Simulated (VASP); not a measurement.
# GaN in VASP: one cell, several levels of theory, part 2 of 2

VASP 6.6.1, plane waves, PAW.

### 3 r2SCAN

Contents of INCAR:

```
ENCUT = 520.000000
SIGMA = 0.010000
EDIFF = 1.00e-07
ALGO = Normal
METAGGA = R2SCAN
PREC = Accurate
IBRION = -1
ISIF = 2
ISMEAR = 0
NBANDS = 16
NELM = 120
NSW = 0
LASPH = .TRUE.
LCHARG = .FALSE.
LWAVE = .FALSE.
LREAL = .FALSE.
```

Contents of KPOINTS:

```
KPOINTS created by Atomic Simulation Environment
0
Gamma
10 10 10
0 0 0
```

Contents of KPOINTS_OPT:

```
special points
6
Reciprocal
0.0000000000 0.0000000000 0.0000000000 1
-0.5000000000 -0.5000000000 0.0000000000 1
-0.3750000000 -0.3750000000 0.2500000000 1
-0.3750000000 0.0000000000 0.3750000000 1
0.0000000000 0.0000000000 0.5000000000 1
-0.5000000000 -0.2500000000 0.2500000000 1
```

Contents of POSCAR:

```
Ga N
 1.0000000000000000
     0.0000000000000000    2.2039734903000001    2.2039734903000001
     2.2039734903000001    0.0000000000000000    2.2039734903000001
     2.2039734903000001    2.2039734903000001    0.0000000000000000
 Ga  N
   1   1
Cartesian
  0.0000000000000000  0.0000000000000000  0.0000000000000000
  1.1019867451500001  1.1019867451500001  1.1019867451500001
```

The run is started by

```sh
> mpirun -np 1 vasp_std
```

Standard output, without the iteration lines:

```text
POSCAR found type information on POSCAR GaN
 POSCAR found :  2 types and       2 ions
 -----------------------------------------------------------------------------
|                                                                             |
|                                                                             |
|     You enforced a specific xc type in the INCAR file but a different       |
|     I HOPE YOU KNOW WHAT YOU ARE DOING!                                     |
|                                                                             |
 -----------------------------------------------------------------------------

 LDA part: xc-table for (None), standard interpolation
 POSCAR, INCAR and KPOINTS ok, starting setup
 FFT: planning ... GRIDC
 FFT: planning ... GRID_SOFT
 FFT: planning ... GRID
 WAVECAR not read
 entering main loop
 Start KPOINTS_OPT (optional k-point list driver)
k-point batch [1-6\6]
```

OSZICAR:

```text
N       E                     dE             d eps       ncg     rms          rms(c)
DAV:   1     0.708655218920E+02    0.70866E+02   -0.95368E+03  1688   0.212E+03
DAV:   2    -0.212099887179E+02   -0.92076E+02   -0.86419E+02  1736   0.338E+02
DAV:   3    -0.267588971893E+02   -0.55489E+01   -0.55284E+01  1704   0.716E+01
DAV:   4    -0.268233448744E+02   -0.64448E-01   -0.64439E-01  1936   0.803E+00
DAV:   5    -0.268241371585E+02   -0.79228E-03   -0.79227E-03  1752   0.792E-01    0.745E+00
DAV:   6    -0.217511811033E+02    0.50730E+01   -0.35175E+00  2296   0.428E+01    0.254E+00
DAV:   7    -0.218221657095E+02   -0.70985E-01   -0.50924E-01  1672   0.728E+00    0.179E+00
DAV:   8    -0.218326045989E+02   -0.10439E-01   -0.32827E-02  2048   0.489E+00    0.260E-01
DAV:   9    -0.218314863416E+02    0.11183E-02   -0.11397E-02  2192   0.269E+00    0.131E-01
DAV:  10    -0.218315779012E+02   -0.91560E-04   -0.84440E-04  1816   0.264E-01    0.123E-01
DAV:  11    -0.218315660164E+02    0.11885E-04   -0.91822E-05  1936   0.120E-01    0.103E-01
DAV:  12    -0.218315849168E+02   -0.18900E-04   -0.19884E-04  1856   0.147E-01    0.560E-02
DAV:  13    -0.218315766374E+02    0.82794E-05   -0.12540E-05  1776   0.626E-02    0.361E-02
DAV:  14    -0.218315763182E+02    0.31919E-06   -0.14803E-05  1952   0.607E-02    0.149E-02
DAV:  15    -0.218315768762E+02   -0.55801E-06   -0.35450E-06  2024   0.254E-02    0.764E-03
DAV:  16    -0.218315770076E+02   -0.13145E-06   -0.21085E-07  1560   0.476E-03    0.682E-03
DAV:  17    -0.218315772381E+02   -0.23051E-06   -0.65224E-07  1984   0.157E-02    0.273E-03
DAV:  18    -0.218315773872E+02   -0.14902E-06   -0.53652E-07  1960   0.952E-03    0.706E-04
DAV:  19    -0.218315773456E+02    0.41548E-07   -0.48594E-08   832   0.243E-03
   1 F= -.21831577E+02 E0= -.21831577E+02  d E =-.453838E-31
       N       E                     dE             ncg
DAV:   1     0.153821666120E+04   -0.40785E+04      224
DAV:   2     0.101459063516E+04   -0.52363E+03      224
DAV:   3     0.985254538937E+03   -0.29336E+02      224
DAV:   4     0.984969349131E+03   -0.28519E+00      248
DAV:   5     0.984965467000E+03   -0.38821E-02      224
DAV:   6     0.984965336737E+03   -0.13026E-03      288
DAV:   7     0.984965335304E+03   -0.14329E-05      232
DAV:   8     0.984965335237E+03   -0.67450E-07      216
```

OUTCAR, selected sections:

```text
k-points           NKPTS =     47   k-points in BZ     NKDIM =     47   number of bands    NBANDS=     16

   NELECT =      18.0000    total number of electrons

   dimension x,y,z NGX =    24 NGY =   24 NGZ =   24
   dimension x,y,z NGXF=    48 NGYF=   48 NGZF=   48

  energy-cutoff  :      520.00
  volume of cell :       21.41
      direct lattice vectors                 reciprocal lattice vectors
     0.000000000  2.203973490  2.203973490    -0.226862983  0.226862983  0.226862983
     2.203973490  0.000000000  2.203973490     0.226862983 -0.226862983  0.226862983
     2.203973490  2.203973490  0.000000000     0.226862983  0.226862983 -0.226862983

 k-points in reciprocal lattice and weights: KPOINTS created by Atomic Simulation Env
   0.00000000  0.00000000  0.00000000       0.001
   0.10000000  0.00000000  0.00000000       0.008
   0.20000000  0.00000000  0.00000000       0.008
   0.30000000  0.00000000  0.00000000       0.008
   0.40000000  0.00000000  0.00000000       0.008
   0.50000000  0.00000000  0.00000000       0.004
   0.10000000  0.10000000  0.00000000       0.006
   0.20000000  0.10000000  0.00000000       0.024
[... 39 more k-points ...]

 E-fermi :   5.8477

 k-point     1 :       0.0000    0.0000    0.0000
  band No.  band energies     occupation
      1     -11.5615      2.00000
      2      -8.1332      2.00000
      3      -8.1332      2.00000
      4      -8.1332      2.00000
      5      -7.7031      2.00000
      6      -7.7031      2.00000
      7       5.7695      2.00000
      8       5.7695      2.00000
      9       5.7695      2.00000
     10       8.3326      0.00000
     11      17.2125      0.00000
     12      17.2126      0.00000
     13      17.2126      0.00000
     14      25.2607      0.00000
     15      26.0344      0.00000
     16      26.0344      0.00000

 k-point     2 :       0.1000    0.0000    0.0000
  band No.  band energies     occupation
      1     -11.4364      2.00000
      2      -8.1160      2.00000
      3      -8.1160      2.00000
      4      -8.0963      2.00000
      5      -7.7047      2.00000
      6      -7.7047      2.00000
      7       4.6889      2.00000
      8       5.6503      2.00000
      9       5.6503      2.00000
     10       9.1467      0.00000
     11      16.7105      0.00000
     12      17.3971      0.00000
     13      17.3972      0.00000
     14      24.5615      0.00000
     15      24.5615      0.00000
     16      24.7452      0.00000

 k-point     3 :       0.2000    0.0000    0.0000
  band No.  band energies     occupation
      1     -11.1098      2.00000
      2      -8.0756      2.00000
      3      -8.0755      2.00000
      4      -7.9423      2.00000
      5      -7.7035      2.00000
      6      -7.7035      2.00000
      7       2.7389      2.00000
      8       5.3569      2.00000
      9       5.3570      2.00000
     10      10.2985      0.00000
     11      15.9098      0.00000
     12      17.6729      0.00000
     13      17.6729      0.00000
     14      23.5600      0.00000
     15      23.7512      0.00000
     16      23.7512      0.00000

 k-point     4 :       0.3000    0.0000    0.0000
  band No.  band energies     occupation
      1     -10.7284      2.00000
      2      -8.0379      2.00000
      3      -8.0379      2.00000
      4      -7.6882      2.00000
      5      -7.6881      2.00000
      6      -7.5626      2.00000
      7       0.6816      2.00000
      8       5.0244      2.00000
      9       5.0244      2.00000
     10      11.0611      0.00000
     11      15.5163      0.00000
     12      17.5788      0.00000
     13      17.5789      0.00000
     14      22.8828      0.00000
     15      24.3926      0.00000
     16      24.3927      0.00000

 k-point     5 :       0.4000    0.0000    0.0000
  band No.  band energies     occupation
      1     -10.4636      2.00000
      2      -8.0198      2.00000
      3      -8.0197      2.00000
      4      -7.6621      2.00000
      5      -7.6620      2.00000
      6      -6.9470      2.00000
      7      -1.0705      2.00000
      8       4.7746      2.00000
      9       4.7747      2.00000
     10      11.3554      0.00000
     11      15.5159      0.00000
     12      17.2701      0.00000
     13      17.2701      0.00000
     14      22.7980      0.00000
     15      26.0894      0.00000
     16      26.0894      0.00000

 k-point     6 :       0.5000    0.0000    0.0000
  band No.  band energies     occupation
      1     -10.3775      2.00000
      2      -8.0158      2.00000
      3      -8.0157      2.00000
      4      -7.6488      2.00000
      5      -7.6488      2.00000
      6      -6.5586      2.00000
      7      -1.8513      2.00000
      8       4.6831      2.00000
      9       4.6831      2.00000
     10      11.4097      0.00000
     11      15.5663      0.00000
     12      17.1251      0.00000
     13      17.1251      0.00000
     14      22.8939      0.00000
     15      27.3600      0.00000
     16      27.3600      0.00000

 k-point     7 :       0.1000    0.1000    0.0000
  band No.  band energies     occupation
      1     -11.3950      2.00000
      2      -8.1034      2.00000
      3      -8.1008      2.00000
      4      -8.1008      2.00000
      5      -7.7162      2.00000
      6      -7.6940      2.00000
      7       4.7312      2.00000
      8       5.4166      2.00000
      9       5.4166      2.00000
     10       9.4095      0.00000
     11      16.3504      0.00000
     12      17.5833      0.00000
     13      17.5834      0.00000
     14      22.2962      0.00000
     15      26.7935      0.00000
     16      26.7938      0.00000

 k-point     8 :       0.2000    0.1000    0.0000
  band No.  band energies     occupation
      1     -11.1364      2.00000
      2      -8.0776      2.00000
      3      -8.0592      2.00000
      4      -7.9930      2.00000
      5      -7.7196      2.00000
      6      -7.6851      2.00000
      7       3.2904      2.00000
      8       5.0413      2.00000
      9       5.1848      2.00000
     10      10.3819      0.00000
     11      15.6619      0.00000
     12      17.6665      0.00000
     13      17.9636      0.00000
     14      21.2038      0.00000
     15      25.8425      0.00000
     16      25.8712      0.00000

 k-point     9 :       0.3000    0.1000    0.0000
  band No.  band energies     occupation
      1     -10.7755      2.00000
      2      -8.0421      2.00000
      3      -8.0167      2.00000
      4      -7.7921      2.00000
      5      -7.6705      2.00000
      6      -7.6061      2.00000
      7       1.3750      2.00000
      8       4.6855      2.00000
      9       4.8264      2.00000
     10      11.2850      0.00000
     11      15.2622      0.00000
     12      17.1836      0.00000
     13      18.0732      0.00000
     14      21.7930      0.00000
     15      24.9824      0.00000
     16      25.8995      0.00000

 k-point    10 :       0.4000    0.1000    0.0000
  band No.  band energies     occupation
      1     -10.4819      2.00000
      2      -8.0198      2.00000
      3      -7.9939      2.00000
      4      -7.7250      2.00000
      5      -7.6516      2.00000
      6      -7.0765      2.00000
      7      -0.4482      2.00000
      8       4.4125      2.00000
      9       4.4729      2.00000
     10      11.8033      0.00000
     11      14.9886      0.00000
     12      17.0767      0.00000
     13      17.8184      0.00000
     14      22.8676      0.00000
     15      25.0811      0.00000
     16      27.0402      0.00000

 k-point    11 :       0.5000    0.1000    0.0000
  band No.  band energies     occupation
      1     -10.3488      2.00000
      2      -8.0130      2.00000
      3      -7.9893      2.00000
      4      -7.6846      2.00000
      5      -7.6475      2.00000
      6      -6.5339      2.00000
      7      -1.6035      2.00000
      8       4.0912      2.00000
      9       4.4652      2.00000
     10      12.0083      0.00000
     11      14.7818      0.00000
     12      17.2871      0.00000
     13      17.5389      0.00000
     14      23.5161      0.00000
     15      26.1770      0.00000
     16      27.5957      0.00000

 k-point    12 :      -0.4000    0.1000    0.0000
  band No.  band energies     occupation
      1     -10.3759      2.00000
      2      -8.0118      2.00000
      3      -7.9947      2.00000
      4      -7.6715      2.00000
      5      -7.6702      2.00000
      6      -6.6676      2.00000
      7      -1.3414      2.00000
      8       3.9604      2.00000
      9       4.6604      2.00000
     10      12.0276      0.00000
     11      14.8532      0.00000
     12      17.2246      0.00000
     13      17.4878      0.00000
     14      23.7634      0.00000
     15      25.7136      0.00000
     16      26.9844      0.00000

[... the tables of k-points 13 to 47 left out ...]

  Total        1.9830324      1.9830324      1.9830324     -0.0000000      0.0000000     -0.0000000
  in kB      148.3854434    148.3854434    148.3854434     -0.0000000      0.0000000     -0.0000000
  external PRESSURE =     148.3854434 kB  Pullay stress =       0.0000000 kB

 POSITION                                       TOTAL-FORCE (eV/Angst)
 -----------------------------------------------------------------------------------
      0.00000      0.00000      0.00000         0.000000     -0.000000      0.000000
      1.10199      1.10199      1.10199        -0.000000      0.000000     -0.000000
 -----------------------------------------------------------------------------------
    total drift:                                0.000007      0.000007      0.000007

  FREE ENERGIE OF THE ION-ELECTRON SYSTEM (eV)
  ---------------------------------------------------
  free  energy   TOTEN  =       -21.8315773456 eV

  energy  without entropy=      -21.8315773456  energy(sigma->0) =      -21.83157735
```

It took 52 s on 1 MPI rank of Intel Xeon Platinum 8488C, shared host; peak memory 0.16 GiB.

The levels at the points of KPOINTS_OPT are read from vasprun.xml.

Near the gap, in eV above the top of the last filled band v; c is the band after it:

```tsv
point	v−1	v	c	c+1
Γ	0.00	0.00	2.56	11.44
X	-3.03	-3.03	3.79	7.65
U	-4.71	-2.44	5.58	9.08
K	-4.71	-2.44	5.58	9.08
L	-1.09	-1.09	5.64	9.80
W	-4.10	-4.04	6.87	9.82
```

r2SCAN gives a direct gap of 2.56 eV at Γ. The pressure is 14.84 GPa; the forces vanish within 0.01 eV/Å.

### 4 Results

This closing draws on all 2 parts.

```
 level  gap (eV)  pressure (GPa)
   PBE      2.16           19.85
r2SCAN      2.56           14.84
```

In words: The gap runs from 2.16 eV (PBE) to 2.56 eV (r2SCAN). The pressure is highest with PBE (19.8 GPa) and lowest with r2SCAN (14.8 GPa), which orders the cells that they would relax to.
